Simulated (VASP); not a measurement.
**MoSe2: band structure with TB-mBJ**

The system is MoSe2.

```
CELL_PARAMETERS angstrom
3.28800 0.00000 0.00000
-1.64400 2.84749 0.00000
0.00000 0.00000 12.90000
ATOMIC_POSITIONS crystal
Mo 0.66667 0.33333 0.75000
Mo 0.33333 0.66667 0.25000
Se 0.66667 0.33333 0.37500
Se 0.33333 0.66667 0.87500
Se 0.66667 0.33333 0.12500
Se 0.33333 0.66667 0.62500
```

| Property | Result |
| --- | --- |
| Program | VASP 6.6.1 |
| Task | band structure |
| Functional | TB-mBJ |
| Potentials or basis | VASP PAW PBE potentials, release 64 (Mo_sv, Se) |
| Cutoff | 520 eV |
| k mesh | 9 × 9 × 2 |
| Occupations | fermi-dirac, width 0.05 eV |
| Spin | no spin polarisation |
| Further INCAR settings | ALGO = Normal; EDIFF = 1e-07; NBANDS = 35 |

```
Band gap on the k mesh  : 0.97 eV, indirect (least direct gap 1.38 eV)
Band gap along the path : 0.97 eV, indirect (least direct gap 1.38 eV)
```

Levels at the corners of the path, in eV from the valence-band top:
```csv
point,band 24,band 25,band 26,band 27,band 28,band 29
Γ,-0.97,-0.97,0.00,2.47,2.47,2.52
M,-1.27,-1.18,-1.10,1.44,1.49,1.85
M,-1.27,-1.18,-1.10,1.44,1.49,1.85
K,-2.53,-0.55,-0.42,0.97,0.97,2.03
K,-2.53,-0.55,-0.42,0.97,0.97,2.03
Γ,-0.97,-0.97,0.00,2.47,2.47,2.52
Γ,-0.97,-0.97,0.00,2.47,2.47,2.52
A,-1.91,-0.20,-0.20,2.49,2.49,2.49
A,-1.91,-0.20,-0.20,2.49,2.49,2.49
L,-1.36,-1.14,-1.14,1.46,1.46,1.97
L,-1.36,-1.14,-1.14,1.46,1.46,1.97
H,-2.66,-0.49,-0.49,0.97,0.97,2.42
H,-2.66,-0.49,-0.49,0.97,0.97,2.42
A,-1.91,-0.20,-0.20,2.49,2.49,2.49
L,-1.36,-1.14,-1.14,1.46,1.46,1.97
M,-1.27,-1.18,-1.10,1.44,1.49,1.85
K,-2.53,-0.55,-0.42,0.97,0.97,2.03
H,-2.66,-0.49,-0.49,0.97,0.97,2.42
```

Run time: 6.9 min on 1 thread of Intel(R) Xeon(R) 6975P-C (Granite Rapids), with other jobs on the host, peak memory 0.32 GiB.
